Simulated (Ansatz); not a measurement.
# Stack of 2H-WTe2 under alpha-Ga2S3 ferroelectric layer, shifted by a third of the diagonal in a perpendicular field

Wanted: the out-of-plane response of the stack of 2H-WTe2 under alpha-Ga2S3 ferroelectric layer, shifted by a third of the diagonal. A positive field points along +c.

Method: plane-wave DFT, PBE-D3(BJ), Ansatz PAW, in Ansatz 0.2.0.

## Step 1: The structure

The cell holds 8 atoms: 2 Te, 1 W, 3 S and 2 Ga. Its edges and angles: a = 3.600 Å, b = 3.600 Å, c = 57.638 Å, α = 90.0°, β = 90.0°, γ = 120.0°. Regions: layer 1: 2H-WTe2, 3 atoms (2 Te and 1 W); layer 2: alpha-Ga2S3 ferroelectric layer, 5 atoms (3 S and 2 Ga). Vacuum lies along c.

Structure file:

```cif
data_structure
_symmetry_space_group_name_H-M 'P 1'
_symmetry_Int_Tables_number 1
_cell_length_a 3.6000
_cell_length_b 3.6000
_cell_length_c 57.6379
_cell_angle_alpha 90.000
_cell_angle_beta 90.000
_cell_angle_gamma 120.000
_cell_volume 646.91
loop_
_atom_site_label
_atom_site_type_symbol
_atom_site_fract_x
_atom_site_fract_y
_atom_site_fract_z
_atom_site_occupancy
Te1 Te 0.33333 0.66667 0.38430 1
W2 W 0.00000 0.00000 0.41885 1
Te3 Te 0.33333 0.66667 0.45341 1
S4 S 0.33333 0.66667 0.50806 1
Ga5 Ga 0.66667 0.33333 0.52762 1
S6 S 0.66667 0.33333 0.56701 1
Ga7 Ga 0.00000 0.00000 0.59402 1
S8 S 0.33333 0.66667 0.61570 1
```

## Step 2: Relaxation

The starting cell is a guess, so the in-plane lattice and the atoms are relaxed first, with the slab cut off from its images along the normal.

Contents of input.yaml:

```yaml
crystal:
  lattice:
    - [3.6, 0.0, 0.0]
    - [-1.8, 3.1176914536, 0.0]
    - [0.0, 0.0, 57.63791733]
  atoms:
    - { symbol: Te, position: [0.3333333333, 0.6666666667, 0.3842956343] }
    - { symbol: W, position: [0.0, 0.0, 0.4188530232] }
    - { symbol: Te, position: [0.3333333333, 0.6666666667, 0.453410412] }
    - { symbol: S, position: [0.3333333333, 0.6666666667, 0.5080619356] }
    - { symbol: Ga, position: [0.6666666667, 0.3333333333, 0.5276237913] }
    - { symbol: S, position: [0.6666666667, 0.3333333333, 0.5670075877] }
    - { symbol: Ga, position: [0.0, 0.0, 0.5940172532] }
    - { symbol: S, position: [0.3333333333, 0.6666666667, 0.6157043657] }
  periodic: [true, true, false]
kpoints:
  mp_grid: { grid: [12, 12, 1] }
hamiltonian:
  xc: pbe
  dispersion: d3bj
scf:
  occupations: { method: fermi_dirac, width: 0.05 }
  convergence: { dr2_threshold: 1.0e-09 }
relax:
  f_tol: 0.004
  max_steps: 90
  cell: {}
output:
  write_potential: true
  write_density: true
  volumetric_format: npy
```

The run is started by

```sh
ansatz run input.yaml --threads 4 --pin off --max-ram 8192MiB --backend cpu --events-out ev --progress --plain --runs-dir out
```

Numbers of over 12 decimals in the logs are rounded to 6 here.

The program printed:

```text
Warning: relax.cell: scf.convergence.dr2_threshold = 1e-9 eV is looser than the 1.46881058219e-10 eV advised for a relaxation that steers and ends on the stress (1e-10 eV for each atom of the cell: 8, times the square of relax.cell.stress_2d_tol = 0.05 N/m over 23.3 Å (the atoms' height at the walk's start and 5 Å past either face), 2.142e-2 GPa, over a crystal's default 0.05). What an SCF threshold leaves in a stress goes as its square root, and in the free energy as the threshold itself, and one threshold admits the most on a small cell: [figures from the program's tests cut] Set scf.convergence.dr2_threshold to 1.46881058219e-10 eV or tighter. [rest of the remark cut]
Engine: ansatz 0.2.0, x86_64-unknown-linux-gnu
Pseudopotentials: kind: paw
Pseudopotential: Te, paw, valence charge 16, recommended cutoff 420 eV (normal), Te.paw.azcp
Pseudopotential: W, paw, valence charge 14, recommended cutoff 420 eV (normal), W.paw.azcp
Pseudopotential: S, paw, valence charge 6, recommended cutoff 420 eV (normal), S.paw.azcp
Pseudopotential: Ga, paw, valence charge 13, recommended cutoff 420 eV (normal), Ga.paw.azcp
Functional definition: PBE
  parameter kappa = 0.804
  parameter beta = 0.066725
  exchange = pbe_x(kappa = kappa, mu = beta*pi^2/3)
  correlation = pbe_c(beta = beta)
Crystal: 8 atoms, lattice volume = 646.910 Å³
Basis set: ecut = 420 eV, 12421 PW (Γ), exchange–correlation on 50×50×800 points (8 copies of the dense FFT grid, shifted against one another)
Bands: 54, of which v1, the nominal top of the filled ones, is band 45 counted from 1 (44 counted from 0)
Symmetry: 6 space group operations
Space group: P3m1 (ITA 156), of the structure as read, at distance tolerance 8.6e-5 Å
k-points: 19 of 144 (time reversal used)
Non-local potential: Te, projectors of the file, l = 0: 2, l = 1: 2, l = 2: 2, l = 3: 2
Non-local potential: W, projectors of the file, l = 0: 3, l = 1: 2, l = 2: 2, l = 3: 1
Non-local potential: S, projectors of the file, l = 0: 2, l = 1: 2, l = 2: 2
Non-local potential: Ga, projectors of the file, l = 0: 2, l = 1: 2, l = 2: 3, l = 3: 1
PAW form: soft (Blöchl's): semilocal exchange-correlation on the pseudo side does not see the compensation charge
PAW one-centre angular grid: Te, 590 points (default); XC on 64 Gauss nodes
PAW one-centre angular grid: W, 590 points (default); XC on 64 Gauss nodes
PAW one-centre angular grid: S, 110 points (default); XC on 64 Gauss nodes
PAW one-centre angular grid: Ga, 590 points (default); XC on 64 Gauss nodes
Initial density: superposition of atomic densities (neutral atoms: chi_scale 0, normalization atom), corrected by the library's trained network
Initial wavefunctions: pseudopotential atomic-orbital guess
Functional: x = pbe(κ = 0.804, μ = 0.219515), c = pbe(β = 0.066725)
SCF iter   1: F=—  HF=-34621.903013 eV  |F-HF|=—  |Δ(HF+E_count)|=         —  Δρ=1.78e-3  dr2=1.17e-1  ethr=1.77e-3  ⟨swp⟩=16.6  Hψ=6853  notcnv=0  defer=1
preconditioner: auto → Resta (q_TF=auto, 1.964 Å⁻¹)  ε∞=2.1  [insulator: Δε(μ)=0.964 eV  Ē_g=11.090 eV  σ=0.050 eV  W_gap=1.00  n_scr=36 (ndim 8)  ℏωp=11.5 eV  f_vac=0.703  D(μ)=0.00/eV (n_scr^D=0)  ε∞_Penn≈2.1  vacuum switching on, ρ_ref=8.9e-3 e/Å³]
SCF iter   2: F=—  HF=-34621.933798 eV  |F-HF|=—  |Δ(HF+E_count)|=   3.08e-2  Δρ=2.21e-3  dr2=5.30e-1  ethr=1.30e-4  ⟨swp⟩=4.1  Hψ=2264  notcnv=0  defer=32
SCF iter   3: F=—  HF=-34621.900516 eV  |F-HF|=—  |Δ(HF+E_count)|=   3.33e-2  Δρ=8.66e-4  dr2=4.79e-2  ethr=1.30e-4  ⟨swp⟩=4.1  Hψ=1596  notcnv=0  defer=32
SCF iter   4: F=—  HF=-34621.900692 eV  |F-HF|=—  |Δ(HF+E_count)|=   1.76e-4  Δρ=6.09e-4  dr2=2.43e-2  ethr=5.33e-5  ⟨swp⟩=2.4  Hψ=1514  notcnv=0  defer=32
SCF iter   5: F=—  HF=-34621.899143 eV  |F-HF|=—  |Δ(HF+E_count)|=   1.55e-3  Δρ=2.71e-4  dr2=6.60e-4  ethr=2.70e-5  ⟨swp⟩=2.2  Hψ=1253  notcnv=0  defer=32
SCF iter   6: F=—  HF=-34621.899463 eV  |F-HF|=—  |Δ(HF+E_count)|=   3.20e-4  Δρ=1.46e-4  dr2=6.52e-4  ethr=7.33e-7  ⟨swp⟩=3.3  Hψ=2022  notcnv=0  defer=32
SCF iter   7: F=—  HF=-34621.899426 eV  |F-HF|=—  |Δ(HF+E_count)|=   3.67e-5  Δρ=5.32e-5  dr2=4.11e-5  ethr=7.24e-7  ⟨swp⟩=2.5  Hψ=1234  notcnv=0  defer=32
SCF iter   8: F=—  HF=-34621.899484 eV  |F-HF|=—  |Δ(HF+E_count)|=   5.80e-5  Δρ=2.58e-5  dr2=4.22e-6  ethr=4.57e-8  ⟨swp⟩=3.2  Hψ=1845  notcnv=0  defer=32
SCF iter   9: F=—  HF=-34621.899444 eV  |F-HF|=—  |Δ(HF+E_count)|=   4.04e-5  Δρ=8.71e-6  dr2=2.06e-6  ethr=4.69e-9  ⟨swp⟩=3.0  Hψ=2096  notcnv=0  defer=33
SCF iter  10: F=—  HF=-34621.899444 eV  |F-HF|=—  |Δ(HF+E_count)|=   4.42e-8  Δρ=4.24e-6  dr2=1.29e-7  ethr=2.28e-9  ⟨swp⟩=2.7  Hψ=1473  notcnv=0  defer=33
SCF iter  11: F=—  HF=-34621.899444 eV  |F-HF|=—  |Δ(HF+E_count)|=   1.21e-7  Δρ=1.79e-6  dr2=6.01e-8  ethr=1.43e-10  ⟨swp⟩=2.9  Hψ=2108  notcnv=0  defer=33
SCF iter  12: F=—  HF=-34621.899444 eV  |F-HF|=—  |Δ(HF+E_count)|=   5.01e-8  Δρ=6.49e-7  dr2=1.11e-8  ethr=6.68e-11  ⟨swp⟩=3.1  Hψ=1759  notcnv=0  defer=33
SCF iter  13: F=—  HF=-34621.899444 eV  |F-HF|=—  |Δ(HF+E_count)|=   2.93e-9  Δρ=5.07e-7  dr2=3.62e-8  ethr=1.23e-11  ⟨swp⟩=3.3  Hψ=2109  notcnv=0  defer=33  recentre
SCF iter  14: F=—  HF=-34621.899444 eV  |F-HF|=—  |Δ(HF+E_count)|=   2.65e-9  Δρ=2.24e-7  dr2=2.24e-9  ethr=1.23e-11  ⟨swp⟩=2.6  Hψ=1256  notcnv=0  defer=33
SCF iter  15: F=-34621.899444 eV  HF=-34621.899444 eV  |F-HF|=2.25e-9  |Δ(HF+E_count)|=  7.71e-10  Δρ=1.14e-7  dr2=1.12e-10  ethr=1.11e-12  ⟨swp⟩=11.3  Hψ=7109  notcnv=0
WARN: dispersion: an atom stands within reach of a switch of its C6 between two reference coordination numbers of its element: through that C6 alone, e_disp changes by 0.025 eV or more while the distances to its neighbours run over a stretch of 0.05 Å that contains this geometry (sites counted from 0 in the run's list of atoms or, in a supercell that it derives, in that cell's: here a list of 8) — site 1 (W): coordination number 6.666 (about 6.30 to 7.03 with every neighbour 0.05 Å farther or nearer), switch near 6.422 between the references 10.915 (weight 1.00) and 1.929 (weight 0.00), e_disp changing by some 0.13 eV. [rest of the remark cut]
SCF 1 converged in 15 iterations: F = -34621.899444 eV  dr2 = 1.12e-10
  greatest PAW one-centre occupation: 1.000 electrons in one spin orbital (limit 2), on the W atom at site 1 (counted from 0), in its partial waves of l = 0
relax step   1: F+E_penalty+E_count = -34621.89944415 eV  Δ(F+E_penalty+E_count) = +0.000e0 eV  max|allowed force component| = 2.803e0 eV/Å  Δτ_max = 0.0000 Å  P = -8.272 N/m  Ω = 646.910 Å³  fix = [c, alpha, beta]  reactions: c -0.000 N/m  (15 SCF iters, accepted)
Crystal: 8 atoms, lattice volume = 641.542 Å³
[...]
relax step   4: F+E_penalty+E_count = -34622.67159581 eV  Δ(F+E_penalty+E_count) = -4.838e-3 eV  max|allowed force component| = 1.061e-1 eV/Å  Δτ_max = 0.0390 Å  P = -0.242 N/m  Ω = 633.963 Å³  energy of the carried Pulay correction = +7.109e-4 eV  fix = [c, alpha, beta]  reactions: c -0.000 N/m  (13 SCF iters, accepted)
[...]
relax step   5: F+E_penalty+E_count = -34622.66066725 eV  Δ(F+E_penalty+E_count) = +1.093e-2 eV  max|allowed force component| = 4.457e-1 eV/Å  Δτ_max = 0.0367 Å  P = +0.336 N/m  Ω = 634.636 Å³  energy of the carried Pulay correction = +6.736e-4 eV  fix = [c, alpha, beta]  (13 SCF iters, rejected (line search))
[...]
relax step   6: F+E_penalty+E_count = -34622.67297405 eV  Δ(F+E_penalty+E_count) = -1.378e-3 eV  max|allowed force component| = 1.473e-2 eV/Å  Δτ_max = 0.0183 Å  P = -0.082 N/m  Ω = 633.752 Å³  energy of the carried Pulay correction = +7.226e-4 eV  fix = [c, alpha, beta]  reactions: c -0.000 N/m  (12 SCF iters, accepted)
[...]
relax step   7: F+E_penalty+E_count = -34622.67307630 eV  Δ(F+E_penalty+E_count) = -1.023e-4 eV  max|allowed force component| = 4.845e-3 eV/Å  Δτ_max = 0.0069 Å  P = -0.031 N/m  Ω = 633.552 Å³  energy of the carried Pulay correction = +7.337e-4 eV  fix = [c, alpha, beta]  reactions: c -0.000 N/m  (9 SCF iters, accepted)
[...]
relax step   8: F+E_penalty+E_count = -34622.67310897 eV  Δ(F+E_penalty+E_count) = -3.267e-5 eV  max|allowed force component| = 2.907e-3 eV/Å  Δτ_max = 0.0064 Å  P = -0.002 N/m  Ω = 633.423 Å³  energy of the carried Pulay correction = +7.409e-4 eV  fix = [c, alpha, beta]  reactions: c -0.000 N/m  (9 SCF iters, accepted)
Basis set: ecut = 420 eV, 12211 PW (Γ), exchange–correlation on 48×48×800 points (8 copies of the dense FFT grid, shifted against one another)
Initial wavefunctions: pseudopotential atomic-orbital guess (no wavefunctions were taken with the density)
iter 1 solved again at ethr=2.94e-7 eV; its pass at ethr=3.10e-3 eV (dr2=2.65e-4 eV) is discarded
SCF iter   1: F=—  HF=-34622.672386 eV  |F-HF|=—  |Δ(HF+E_count)|=         —  Δρ=1.42e-5  dr2=2.99e-7  ethr=2.94e-7  ⟨swp⟩=6.1  Hψ=11631  notcnv=0
SCF iter   2: F=—  HF=-34622.672332 eV  |F-HF|=—  |Δ(HF+E_count)|=   5.31e-5  Δρ=9.37e-6  dr2=1.82e-7  ethr=3.32e-10  ⟨swp⟩=4.8  Hψ=3315  notcnv=0
SCF iter   3: F=—  HF=-34622.672333 eV  |F-HF|=—  |Δ(HF+E_count)|=   9.15e-8  Δρ=1.92e-6  dr2=7.27e-8  ethr=2.02e-10  ⟨swp⟩=2.3  Hψ=1636  notcnv=0
SCF iter   4: F=—  HF=-34622.672333 eV  |F-HF|=—  |Δ(HF+E_count)|=   4.31e-9  Δρ=1.63e-6  dr2=1.25e-7  ethr=8.08e-11  ⟨swp⟩=3.2  Hψ=2186  notcnv=0
SCF iter   5: F=—  HF=-34622.672333 eV  |F-HF|=—  |Δ(HF+E_count)|=   1.17e-8  Δρ=5.88e-7  dr2=6.49e-9  ethr=8.08e-11  ⟨swp⟩=2.8  Hψ=1208  notcnv=0
SCF iter   6: F=-34622.672333 eV  HF=-34622.672333 eV  |F-HF|=3.93e-10  |Δ(HF+E_count)|=  8.73e-11  Δρ=2.59e-7  dr2=5.83e-10  ethr=1.11e-12  ⟨swp⟩=15.4  Hψ=9473  notcnv=0
SCF 9 converged in 6 iterations: F = -34622.672333 eV  dr2 = 5.83e-10
relax step   9: F+E_penalty+E_count = -34622.67233257 eV  Δ(F+E_penalty+E_count) = +7.764e-4 eV  max|allowed force component| = 2.910e-3 eV/Å  Δτ_max = 0.0000 Å  P = +0.001 N/m  Ω = 633.423 Å³  fix = [c, alpha, beta]  reactions: c +0.000 N/m  stress off target by 9.55e-4 N/m on what of the cell is left free  SCF on the basis re-selected at this cell (its energy is not comparable with the rows above)  (6 SCF iters)
basis re-selected at this cell: Δ(F+E_penalty+E_count) = +7.764e-4 eV, ΔP = +0.003 N/m vs the last step (what re-selecting the basis moved, of the pressure what is left beyond the Pulay correction that the steps carried, after the strain that the cell walked since its last selection, with what the two solves' SCF thresholds leave and, on support functions, any second-order correction that the steps lacked; it is no measure of the basis error at this ecutwfc). The dense FFT grid was sized anew with the basis: this SCF ran on 24×24×400 points, the steps before it on 25×25×400, so part of this shift can come from that change (see relax.cell in the input reference). [rest of the remark cut]
WARN: The output density's exchange-correlation potential varies sharply where the density is thin. Do not read a vacuum level from v_tot or v_xc, or from such a field of the output density. On a cell that repeats whose density bears no net charge and no dipole along the vacuum's axis use v_es (v_loc + v_h of the components); under efield.dipole_correction with no amplitude use v_es + v_field, which holds any externa [...]
SCF converged after 6 iterations
Free energy (F): -34622.672333 eV
Harris-Foulkes:  -34622.672333 eV  (|F-HF|=3.93e-10)
Internal energy: -34622.672331 eV  (E = F + TS)
E sigma→0 (E₀):  -34622.672332 eV
Entropy (-TS):   -0.000001 eV (-0.000 meV/atom)
Fermi energy:    -4.916029 eV
--- Per-component energies (eV) ---
  E_band       = -2126.254168
  E_kinetic    = 1364.744113
  E_local      = -608930.636641  (includes V_loc(G=0)·N_el)
  E_nonlocal   = 322.892227
  E_hartree    = 303838.349018
  E_xc         = -943.655286
  E_vxc        = -823.939877  (∫ρ·V_xc dr)
  E_paw        = -23674.033175  (= ΣΔE_a)
  E_vpaw       = -1736.020041  (= ΣTr[D̂ρ^β])
  E_aug_tail   = -0.000657  (compensation charges beyond the density's cutoff)
  E_ewald      = 293402.263165
  E_disp       = -2.595095  (pairwise vdW)
  E_smearing   = -0.000001  (= −TS)
  E_closure    = 0.000000  (closes the sum)
  Σ components = -34622.672333   (vs F -34622.672333, Δ=0.00e0)
--- Forces (eV/Å), atoms counted from 1 ---
  atom   1  Te    -0.00000000     0.00000000    -0.00006193
  atom   2  W      0.00000000    -0.00000000    -0.00079222
  atom   3  Te     0.00000000     0.00000000     0.00048379
  atom   4  S      0.00000000     0.00000000     0.00021366
  atom   5  Ga     0.00000000    -0.00000000    -0.00151142
  atom   6  S     -0.00000000     0.00000000     0.00290990
  atom   7  Ga     0.00000000    -0.00000000    -0.00036147
  atom   8  S      0.00000000    -0.00000000    -0.00088322
  max |Σ_I F_I| component: 2.91e-6 eV/Å
--- 2D stress c σ (N/m, compression-positive) ---
        0.000955      -0.000000       0.000000
       -0.000000       0.000955       0.000000
        0.000000       0.000000       0.000000
  P = ½ c Tr σ = 0.0010 N/m
--- Band table (eV; the first three rows and the last of 19) ---
  k-point 0: bands = [... 41 lower, -6.2955, -6.1653, -6.1653, -5.8718, -4.0787, -2.7402, -2.4018, -2.4018, ... 5 higher]
  k-point 1: bands = [... 41 lower, -6.3758, -6.3219, -6.0265, -5.8846, -3.7162, -2.7397, -2.6570, -2.4301, ... 5 higher]
  k-point 2: bands = [... 41 lower, -6.8630, -6.4271, -6.0021, -5.9984, -3.4651, -3.2595, -3.0930, -2.7662, ... 5 higher]
  k-point 18: bands = [... 41 lower, -8.0340, -7.2603, -6.5193, -5.4356, -4.3986, -3.6161, -3.3687, -2.7889, ... 5 higher]
  the weakly bound empty levels are not read free of the cell's end (no_gap_told)
--- Relaxed structure (8 steps of the walk, 7 accepted, 1 SCFs on fresh bases) ---
  F+E_penalty+E_count = -34622.67233257 eV   max|allowed force component| = 2.910e-3 eV/Å   (the final SCF, on the basis selected at the relaxed cell)
  cell:  # Å, volume = 633.4230 Å³
    - [3.562275, 0.0, 0]
    - [-1.781138, 3.085021, 0]
    - [0, 0, 57.63791733]
  atoms:
    - { symbol: Te, position: [0.333333, 0.666667, 0.383468] }
    - { symbol: W, position: [-2.093663629771083e-17, -2.3129646347434514e-17, 0.414747] }
    - { symbol: Te, position: [0.333333, 0.666667, 0.446016] }
    - { symbol: S, position: [0.333333, 0.666667, 0.512316] }
    - { symbol: Ga, position: [0.666667, 0.333333, 0.531061] }
    - { symbol: S, position: [0.666667, 0.333333, 0.569229] }
    - { symbol: Ga, position: [-1.7337609375662755e-17, -2.3129646347434455e-17, 0.595985] }
    - { symbol: S, position: [0.333333, 0.666667, 0.616151] }
```

It took 7 min on 4 threads of Intel Xeon at 2.50GHz (Skylake/Cascade Lake), shared host; peak memory 1.4 GiB; 26 min of CPU time.

Step by step:

| step | energy less that of the first step (eV) | largest force component (eV/Å) | volume (Å³) |
| --- | --- | --- | --- |
| 1 | 0.0000 | 2.8029 | 646.91 |
| 2 | -0.6744 | 0.5503 | 641.54 |
| 3 | -0.7673 | 0.1977 | 633.86 |
| 4 | -0.7722 | 0.1061 | 633.96 |
| 5 | -0.7612 | 0.4457 | 634.64 |
| 6 | -0.7735 | 0.0147 | 633.75 |
| 7 | -0.7736 | 0.0048 | 633.55 |
| 8 | -0.7737 | 0.0029 | 633.42 |
| 9* | -0.7729 | 0.0029 | 633.42 |

Relaxation steps marked * repeat the geometry before them on a plane-wave basis chosen anew for their cell, so energy and pressure can jump there. Relaxation step 5 was tried and not accepted.

The run keeps the 6 symmetry operations that it works with, so distortions that break them were not tested.

```
cell as run  before  after  change
      a (Å)   3.600  3.562  -1.0 %
      b (Å)   3.600  3.562  -1.0 %
```

The atoms that moved most (Å, along periodic axes as changes of fractional coordinates times the final cell, across vacuum about the mean position):

```
atom     dx     dy      dz  length
 Te3  0.000  0.000  -0.426   0.426
  S4  0.000  0.000   0.245   0.245
  W2  0.000  0.000  -0.237   0.237
 Ga5  0.000  0.000   0.198   0.198
  S6  0.000  0.000   0.128   0.128
 Ga7  0.000  0.000   0.113   0.113
 Te1  0.000  0.000  -0.048   0.048
  S8  0.000  0.000   0.026   0.026
```

Final coordinates:

```cif
data_structure
_symmetry_space_group_name_H-M 'P 1'
_symmetry_Int_Tables_number 1
_cell_length_a 3.5623
_cell_length_b 3.5623
_cell_length_c 57.6379
_cell_angle_alpha 90.000
_cell_angle_beta 90.000
_cell_angle_gamma 120.000
_cell_volume 633.42
loop_
_atom_site_label
_atom_site_type_symbol
_atom_site_fract_x
_atom_site_fract_y
_atom_site_fract_z
_atom_site_occupancy
Te1 Te 0.33333 0.66667 0.38347 1
W2 W 0.00000 0.00000 0.41475 1
Te3 Te 0.33333 0.66667 0.44602 1
S4 S 0.33333 0.66667 0.51232 1
Ga5 Ga 0.66667 0.33333 0.53106 1
S6 S 0.66667 0.33333 0.56923 1
Ga7 Ga 0.00000 0.00000 0.59599 1
S8 S 0.33333 0.66667 0.61615 1
```

The lattice constant a goes from 3.600 to 3.562 Å.

(Part 1 of 2 ends here.)

[Logs are printed without paths, hosts, clocks, repeated set-up lines and the standing remarks that a program may print on its own settings, such as how far it seeks lower states.]

[Hosts, paths, dates, database ids (printed as entryN), source tags and the programs' standing remarks are cut or masked in the printed files.]

[Maps of the electrostatic potential energy from Ansatz leave out the sawtooth potential of an applied field or a dipole correction, so their vacuum need not be flat; planar profiles and work functions include it.]
